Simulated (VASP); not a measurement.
LiCl (strained database structure), PBE single-point calculation: Ansatz's output and VASP's

```
Li Cl
1.0
     4.10400    0.00000    0.00000
    -2.05200    3.55417    0.00000
     0.00000    0.00000    6.56207
Li Cl
2 2
Cartesian
  2.0520 1.1847 5.7613
  0.0000 2.3694 2.4802
  2.0520 1.1847 3.2616
  0.0000 2.3694 6.5426
```

Ansatz printed

```
SCF 1 converged in 6 iterations: F = -2575.672192 eV  dr2 = 3.27e-10
  greatest PAW one-centre occupation: 1.000 electrons in one spin orbital (limit 2), on the Li atom at site 0 (counted from 0), in its partial waves of l = 0
NSCF: frozen V_eff on 6 k-points
SCF converged after 6 iterations
Free energy (F): -2575.672192 eV
Harris-Foulkes:  -2575.672192 eV  (|F-HF|=1.42e-9)
Internal energy: -2575.672192 eV  (E = F + TS)
E sigma→0 (E₀):  -2575.672192 eV
Fermi energy:    1.643422 eV
--- Per-component energies (eV) ---
  E_band       = -253.717725
  E_kinetic    = 364.622047
  E_local      = -855.237625  (includes V_loc(G=0)·N_el)
  E_nonlocal   = -9.682489
  E_hartree    = 268.947102
  E_xc         = -235.920293
  E_vxc        = -271.834638  (∫ρ·V_xc dr)
  E_paw        = -1360.822211  (= ΣΔE_a)
  E_vpaw       = -19.479470  (= ΣTr[D̂ρ^β])
  E_aug_tail   = 0.000217  (compensation charges beyond the density's cutoff)
  E_ewald      = -747.578940
  E_smearing   = -0.000000  (= −TS)
  E_closure    = 0.000000  (closes the sum)
  Σ components = -2575.672192   (vs F -2575.672192, Δ=0.00e0)
--- Forces (eV/Å), atoms counted from 1 ---
  atom   1  Li     0.00000000    -0.00000000    -0.00356746
  atom   2  Li    -0.00000000     0.00000000    -0.00356746
  atom   3  Cl    -0.00000000     0.00000000     0.00353872
  atom   4  Cl     0.00000000    -0.00000000     0.00353872
  max |Σ_I F_I| component: 5.75e-5 eV/Å
--- Stress (GPa, compression-positive) ---
       -2.432178       0.000000       0.000000
        0.000000      -2.432178      -0.000000
        0.000000      -0.000000      -2.372241
  P = ⅓ Tr σ = -2.4122 GPa (-24.122 kbar)
--- Band table (eV; the first three rows and the last of 57) ---
  k-point 0: bands = ["-44.4084", "-44.4078", "-13.6084", "-13.3942", "-2.7773", "-1.4518", "-1.4518", "-1.1961", "-1.1961", "-1.1322", "4.3876", "6.6334", "8.5752", "8.5752", "8.9705"]
  k-point 1: bands = ["-44.4083", "-44.4079", "-13.5785", "-13.4271", "-2.5745", "-1.4272", "-1.4154", "-1.4154", "-1.2347", "-1.2347", "4.7717", "6.3763", "8.5905", "8.5905", "8.7633"]
  k-point 2: bands = ["-44.4081", "-44.4081", "-13.5043", "-13.5043", "-2.0437", "-2.0437", "-1.3261", "-1.3261", "-1.3261", "-1.3261", "5.6249", "5.6249", "8.6444", "8.6444", "8.7658"]
  k-point 56: bands = ["-44.4077", "-44.4077", "-13.3682", "-13.3682", "-2.3598", "-2.3598", "-2.2337", "-2.2337", "-1.4596", "-1.4596", "7.2648", "7.2648", "7.4694", "7.4694", "9.5807"]
```

The two codes use different PAW datasets and cutoffs. VASP's cell holds 20 valence electrons and Ansatz's 20. Ansatz's stress includes a Pulay correction; VASP's doesn't.

Problem. What does VASP give for the same cell and level of theory?

Solution. gap between bands v and c 5.53 eV; least direct gap 5.53 eV; pressure -2.5 GPa.

From OUTCAR

```
k-points           NKPTS =     57   k-points in BZ     NKDIM =     57   number of bands    NBANDS=     18

   NELECT =      20.0000    total number of electrons

   dimension x,y,z NGX =    32 NGY =   32 NGZ =   50
   dimension x,y,z NGXF=    64 NGYF=   64 NGZF=  100

  energy-cutoff  :      520.00
  volume of cell :       95.72
      direct lattice vectors                 reciprocal lattice vectors
     4.104002374  0.000000000  0.000000000     0.243664576  0.140679809  0.000000000
    -2.052001187  3.554170313  0.000000000    -0.000000000  0.281359618  0.000000000
     0.000000000  0.000000000  6.562074806     0.000000000  0.000000000  0.152390826

 k-points in reciprocal lattice and weights: KPOINTS created by Atomic Simulation Env
   0.00000000  0.00000000  0.00000000       0.002
   0.08333333 -0.00000000  0.00000000       0.010
   0.16666667  0.00000000  0.00000000       0.010
   0.25000000  0.00000000  0.00000000       0.010
   0.33333333  0.00000000  0.00000000       0.010
   0.41666667  0.00000000  0.00000000       0.010
   0.50000000  0.00000000  0.00000000       0.005
   0.08333333  0.08333333  0.00000000       0.010
   ...

 E-fermi :  -1.4940

 k-point     1 :       0.0000    0.0000    0.0000
  band No.  band energies     occupation
      1     -45.2219      2.00000
      2     -45.2212      2.00000
      3     -14.4007      2.00000
      4     -14.1865      2.00000
      5      -3.5696      2.00000
      6      -2.2452      2.00000
      7      -2.2452      2.00000
      8      -1.9893      2.00000
      9      -1.9893      2.00000
     10      -1.9255      2.00000
     11       3.6000      0.00000
     12       5.8600      0.00000
     13       7.8295      0.00000
     14       7.8295      0.00000
     15       8.1793      0.00000
     16       8.3031      0.00000
     17       8.6439      0.00000
     18       8.6439      0.00000

 k-point     2 :       0.0833   -0.0000    0.0000
  band No.  band energies     occupation
      1     -45.2219      2.00000
      2     -45.2212      2.00000
      3     -14.3899      2.00000
      4     -14.1819      2.00000
      5      -3.5389      2.00000
      6      -2.3274      2.00000
      7      -2.2775      2.00000
      8      -2.0849      2.00000
      9      -2.0014      2.00000
     10      -1.9417      2.00000
     11       3.7508      0.00000
     12       6.0063      0.00000
     13       7.7512      0.00000
     14       7.9271      0.00000
     15       7.9874      0.00000
     16       8.3906      0.00000
     17       8.6880      0.00000
     18       8.7574      0.00000

 k-point     3 :       0.1667    0.0000    0.0000
  band No.  band energies     occupation
      1     -45.2218      2.00000
      2     -45.2212      2.00000
      3     -14.3596      2.00000
      4     -14.1699      2.00000
      5      -3.4507      2.00000
      6      -2.5498      2.00000
      7      -2.3602      2.00000
      8      -2.3176      2.00000
      9      -2.0375      2.00000
     10      -1.9908      2.00000
     11       4.1485      0.00000
     12       6.3638      0.00000
     13       7.4953      0.00000
     14       7.7066      0.00000
     15       8.1576      0.00000
     16       8.5125      0.00000
     17       8.7672      0.00000
     18       9.0665      0.00000

 k-point     4 :       0.2500    0.0000    0.0000
  band No.  band energies     occupation
      1     -45.2216      2.00000
      2     -45.2211      2.00000
      3     -14.3158      2.00000
      4     -14.1552      2.00000
      5      -3.3194      2.00000
      6      -2.8397      2.00000
      7      -2.5878      2.00000
      8      -2.4641      2.00000
      9      -2.0908      2.00000
     10      -2.0733      2.00000
     11       4.6699      0.00000
     12       6.6211      0.00000
     13       7.0314      0.00000
     14       7.7875      0.00000
     15       8.3189      0.00000
     16       8.4952      0.00000
     17       8.8334      0.00000
     18       9.5146      0.00000

 k-point     5 :       0.3333    0.0000    0.0000
  band No.  band energies     occupation
      1     -45.2215      2.00000
      2     -45.2211      2.00000
      3     -14.2676      2.00000
      4     -14.1439      2.00000
      5      -3.2319      2.00000
      6      -3.0390      2.00000
      7      -2.8245      2.00000
      8      -2.5604      2.00000
      9      -2.1862      2.00000
     10      -2.1461      2.00000
     11       5.1763      0.00000
     12       6.4904      0.00000
     13       6.6801      0.00000
     14       8.0432      0.00000
     15       8.2900      0.00000
     16       8.5837      0.00000
     17       8.9963      0.00000
     18       9.8216      0.00000

 ...

  Total       -1.4913442     -1.4913442     -1.4569839      0.0000000      0.0000000      0.0000000
  in kB      -24.9632684    -24.9632684    -24.3881203      0.0000000      0.0000000      0.0000000
  external PRESSURE =     -24.7715524 kB  Pullay stress =       0.0000000 kB

 POSITION                                       TOTAL-FORCE (eV/Angst)
 -----------------------------------------------------------------------------------
      2.05200      1.18472      5.76126         0.000000      0.000000     -0.003599
     -0.00000      2.36945      2.48023        -0.000000     -0.000000     -0.003599
      2.05200      1.18472      3.26160        -0.000000      0.000000      0.003599
     -0.00000      2.36945      6.54263         0.000000     -0.000000      0.003599
 -----------------------------------------------------------------------------------
    total drift:                                0.000000      0.000000     -0.000657

  FREE ENERGIE OF THE ION-ELECTRON SYSTEM (eV)
  ---------------------------------------------------
  free  energy   TOTEN  =       -14.7738205194 eV

  energy  without entropy=      -14.7738205194  energy(sigma->0) =      -14.77382052
```
